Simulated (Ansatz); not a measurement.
# BeTe in Ansatz: the effect of functional

The system is BeTe.

```
CELL_PARAMETERS angstrom
0.00000 2.77000 2.77000
2.77000 0.00000 2.77000
2.77000 2.77000 0.00000
ATOMIC_POSITIONS crystal
Te 0.75000 0.75000 0.75000
Be 0.00000 0.00000 0.00000
```

Alike in all runs:

```yaml
Program: Ansatz 0.2.0
Task: single point
Potentials_or_basis: all-electron PAW datasets made for the crystal
k_mesh: 6 × 6 × 6
Occupations: fermi-dirac, width 0.05 eV
Spin: no spin polarisation
```

| functional | cutoff | gap on the mesh (eV) | pressure (GPa) |
| --- | --- | --- | --- |
| PBE | 180 eV (chosen from the basis error) | ? | ? |
| HSE06 | 270 eV (chosen from the basis error) | 2.53 | 3.3 |
| PBE0 | 270 eV (chosen from the basis error) | 3.18 | 3.3 |

Task: What does the run with functional PBE give?

Result: gap on the mesh 1.86 eV; pressure 4.3 GPa.

Caveats: spin-orbit coupling is left out, which moves the levels of the heavy elements.

A k mesh can miss the band edges.

The runs don't all hold the same shells in valence.
